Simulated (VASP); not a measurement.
## BaZrO₃ (cubic perovskite), r²SCAN single-point calculation: Ansatz's output and VASP's

```xyz
5
Lattice="4.2054 0.0000 0.0000 0.0000 4.2054 0.0000 0.0000 0.0000 4.2054" Properties=species:S:1:pos:R:3 pbc="T T T"
Ba    0.0000    0.0000    0.0000
Zr    2.1027    2.1027    2.1027
O     2.1027    2.1027    0.0000
O     2.1027    0.0000    2.1027
O     0.0000    2.1027    2.1027
```

Ansatz printed

```
SCF 1 converged in 7 iterations: F = -11875.423704 eV  dr2 = 6.24e-9
  greatest PAW one-centre occupation: 0.991 electrons in one spin orbital (limit 2), on the Zr atom at site 1 (counted from 0), in its partial waves of l = 1
NSCF: frozen V_eff on 4 k-points
SCF converged after 7 iterations
Free energy (F): -11875.423704 eV
Harris-Foulkes:  -11875.423705 eV  (|F-HF|=2.80e-9)
Internal energy: -11875.423704 eV  (E = F + TS)
E sigma→0 (E₀):  -11875.423704 eV
Fermi energy:    9.391739 eV
--- Per-component energies (eV) ---
  E_band       = -125.965012
  E_kinetic    = 1035.240576
  E_local      = -1951.600159  (includes V_loc(G=0)·N_el)
  E_nonlocal   = 272.169366
  E_hartree    = 692.478017
  E_xc         = -538.160650
  E_vxc        = -682.769222  (∫ρ·V_xc dr)
  E_paw        = -8700.564110  (= ΣΔE_a)
  E_vpaw       = -224.270456  (= ΣTr[D̂ρ^β])
  E_aug_tail   = 0.003018  (compensation charges beyond the density's cutoff)
  E_vtau       = 40.303432  (kinetic-family band-sum trace: ∫τ·v_τ [+ j·A + Jᵃ·Aᵃ] dr)
  E_ewald      = -2684.799614
  E_core_change = -0.190148  (= ΣΔE_core)
  E_smearing   = -0.000000  (= −TS)
  E_closure    = -0.000000  (closes the sum)
  Σ components = -11875.423704   (vs F -11875.423704, Δ=0.00e0)
--- Forces (eV/Å), atoms counted from 1 ---
  atom   1  Ba    -0.00000000     0.00000000    -0.00000000
  atom   2  Zr     0.00000000    -0.00000000    -0.00000000
  atom   3  O     -0.00000000    -0.00000000     0.00000000
  atom   4  O     -0.00000000    -0.00000000    -0.00000000
  atom   5  O      0.00000000     0.00000000     0.00000000
  max |Σ_I F_I| component: 5.96e-29 eV/Å
--- Stress (GPa, compression-positive) ---
       -0.035673       0.000000       0.000000
        0.000000      -0.035673       0.000000
        0.000000       0.000000      -0.035673
  P = ⅓ Tr σ = -0.0357 GPa (-0.357 kbar)
--- Band table (eV; the first three rows and the last of 20) ---
  k-point 0: bands = ["-39.1470", "-16.5761", "-16.5761", "-16.5761", "-16.5019", "-7.9015", "-7.6564", "-7.6564", "-1.2408", "-1.2408", "-1.2408", "7.9200", "7.9200", "7.9200", "8.3802", "8.3802", "8.3802", "9.1643", "9.1643", "9.1643", "13.1232", "13.1232", "13.1232", "14.6297", "14.6297"]
  k-point 1: bands = ["-39.1462", "-16.7080", "-16.5744", "-16.5744", "-16.4243", "-7.9068", "-7.6515", "-7.4614", "-1.2231", "-1.2231", "-1.1974", "7.4697", "7.8383", "7.8383", "8.1611", "8.1611", "8.2100", "8.5430", "9.0771", "9.0771", "13.2033", "13.7030", "13.7030", "15.0401", "15.0676"]
  k-point 2: bands = ["-39.1445", "-16.8734", "-16.5710", "-16.5710", "-16.3611", "-8.0041", "-7.6419", "-6.9561", "-1.1873", "-1.1873", "-1.1110", "6.3101", "7.6357", "7.6357", "7.8184", "7.8184", "7.8861", "7.9075", "8.9631", "8.9631", "13.3814", "14.8877", "14.8877", "15.9060", "16.0756"]
  k-point 19: bands = ["-39.1371", "-16.8325", "-16.8325", "-16.8325", "-16.3702", "-6.7028", "-6.7028", "-6.7028", "-1.7100", "-1.7100", "-1.7100", "5.6092", "5.6092", "5.9091", "6.8848", "6.8848", "6.8848", "9.3917", "9.3917", "9.3917", "16.0503", "16.0503", "16.0503", "16.8518", "16.8518"]
```

Each program uses its own PAW datasets. VASP's cell holds 40 valence electrons and Ansatz's 40. Ansatz's stress includes a Pulay correction; VASP's doesn't.

What does VASP give for the same cell and level of theory?

gap between bands v and c 3.68 eV; least direct gap 3.93 eV; pressure 1.0 GPa.

From OUTCAR

```
k-points           NKPTS =     20   k-points in BZ     NKDIM =     20   number of bands    NBANDS=     28

   NELECT =      40.0000    total number of electrons

   dimension x,y,z NGX =    32 NGY =   32 NGZ =   32
   dimension x,y,z NGXF=    64 NGYF=   64 NGZF=   64

  energy-cutoff  :      520.00
  volume of cell :       74.37
      direct lattice vectors                 reciprocal lattice vectors
     4.205354914  0.000000000  0.000000000     0.237792058  0.000000000  0.000000000
     0.000000000  4.205354914  0.000000000     0.000000000  0.237792058  0.000000000
     0.000000000  0.000000000  4.205354914     0.000000000  0.000000000  0.237792058

 k-points in reciprocal lattice and weights: KPOINTS created by Atomic Simulation Env
   0.00000000  0.00000000  0.00000000       0.005
   0.16666667  0.00000000  0.00000000       0.028
   0.33333333  0.00000000  0.00000000       0.028
   0.50000000  0.00000000  0.00000000       0.014
   0.16666667  0.16666667  0.00000000       0.056
   0.33333333  0.16666667  0.00000000       0.111
   0.50000000  0.16666667  0.00000000       0.056
   0.33333333  0.33333333  0.00000000       0.056
   ...

 E-fermi :   3.5560

 k-point     1 :       0.0000    0.0000    0.0000
  band No.  band energies     occupation
      1     -45.1616      2.00000
      2     -22.6151      2.00000
      3     -22.5911      2.00000
      4     -22.5911      2.00000
      5     -22.5911      2.00000
      6     -13.9118      2.00000
      7     -13.6572      2.00000
      8     -13.6572      2.00000
      9      -7.3280      2.00000
     10      -7.3280      2.00000
     11      -7.3280      2.00000
     12       1.9190      2.00000
     13       1.9190      2.00000
     14       1.9190      2.00000
     15       2.4152      2.00000
     16       2.4152      2.00000
     17       2.4152      2.00000
     18       3.1588      2.00000
     19       3.1588      2.00000
     20       3.1588      2.00000
     21       7.0923      0.00000
     22       7.0923      0.00000
     23       7.0923      0.00000
     24       8.5683      0.00000
     25       8.5683      0.00000
     26      10.0677      0.00000
     27      11.2811      0.00000
     28      11.2811      0.00000

 k-point     2 :       0.1667    0.0000    0.0000
  band No.  band energies     occupation
      1     -45.1607      2.00000
      2     -22.7513      2.00000
      3     -22.5895      2.00000
      4     -22.5895      2.00000
      5     -22.5099      2.00000
      6     -13.9153      2.00000
      7     -13.6519      2.00000
      8     -13.4636      2.00000
      9      -7.3105      2.00000
     10      -7.3105      2.00000
     11      -7.2839      2.00000
     12       1.4647      2.00000
     13       1.8350      2.00000
     14       1.8350      2.00000
     15       2.1858      2.00000
     16       2.1858      2.00000
     17       2.2289      2.00000
     18       2.5344      2.00000
     19       3.0713      2.00000
     20       3.0713      2.00000
     21       7.1866      0.00000
     22       7.6819      0.00000
     23       7.6819      0.00000
     24       8.9950      0.00000
     25       9.0254      0.00000
     26      10.6371      0.00000
     27      11.2826      0.00000
     28      12.1526      0.00000

 k-point     3 :       0.3333    0.0000    0.0000
  band No.  band energies     occupation
      1     -45.1589      2.00000
      2     -22.9101      2.00000
      3     -22.5861      2.00000
      4     -22.5861      2.00000
      5     -22.4548      2.00000
      6     -14.0112      2.00000
      7     -13.6413      2.00000
      8     -12.9599      2.00000
      9      -7.2752      2.00000
     10      -7.2752      2.00000
     11      -7.1963      2.00000
     12       0.3017      2.00000
     13       1.6250      2.00000
     14       1.6250      2.00000
     15       1.8315      2.00000
     16       1.8315      2.00000
     17       1.8693      2.00000
     18       1.9010      2.00000
     19       2.9569      2.00000
     20       2.9569      2.00000
     21       7.4000      0.00000
     22       8.8836      0.00000
     23       8.8836      0.00000
     24       9.8714      0.00000
     25      10.0571      0.00000
     26      11.2783      0.00000
     27      11.6070      0.00000
     28      11.9525      0.00000

 ...

  Total        0.4640234      0.4640234      0.4640234      0.0000000      0.0000000      0.0000000
  in kB        9.9963751      9.9963751      9.9963751      0.0000000      0.0000000      0.0000000
  external PRESSURE =       9.9963751 kB  Pullay stress =       0.0000000 kB

 POSITION                                       TOTAL-FORCE (eV/Angst)
 -----------------------------------------------------------------------------------
      0.00000      0.00000      0.00000         0.000000      0.000000      0.000000
      2.10268      2.10268      2.10268         0.000000      0.000000      0.000000
      2.10268      2.10268      0.00000         0.000000      0.000000      0.000000
      2.10268      0.00000      2.10268         0.000000      0.000000      0.000000
      0.00000      2.10268      2.10268         0.000000      0.000000      0.000000
 -----------------------------------------------------------------------------------
    total drift:                                0.000000     -0.000000     -0.000000

  FREE ENERGIE OF THE ION-ELECTRON SYSTEM (eV)
  ---------------------------------------------------
  free  energy   TOTEN  =       -85.1057316471 eV

  energy  without entropy=      -85.1057316471  energy(sigma->0) =      -85.10573165
```
